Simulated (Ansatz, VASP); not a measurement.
**Sb: VASP beside Ansatz**

```
Sb
1.0
     2.99198    0.00000    0.00000
     0.00000    2.99198    0.00000
     0.00000    0.00000    2.99198
Sb
1
Direct
  0.00000 0.00000 0.00000
```

Alike in both runs: task single point; functional r2SCAN; k mesh 14 × 14 × 14; occupations gaussian, width 0.1 eV; no spin polarisation.

```csv
,VASP,Ansatz
version,VASP 6.6.1,Ansatz 0.2.0
potentials or method,"VASP PAW PBE potentials, release 64 (Sb)","scalar-relativistic, plane waves, PAW"
plane-wave cutoff (eV),520,500
valence electrons in the cell,5,15
```

```csv
,VASP,Ansatz,Ansatz less VASP
gap on the k mesh at the Fermi level (eV),none,none,-
pressure (GPa),6.9,6.7,-0.14
```

A gap of «none» marks a metal or a gap that the smearing closes. With one functional, cell and mesh, what is left measures potentials, basis and numerics. The two sets of potentials don't hold the same shells in valence.

Caveats: the PAW data sets were made with another functional, which shifts forces and pressure a little (VASP). The runs have no spin-orbit coupling, so splittings on Sb are missing.
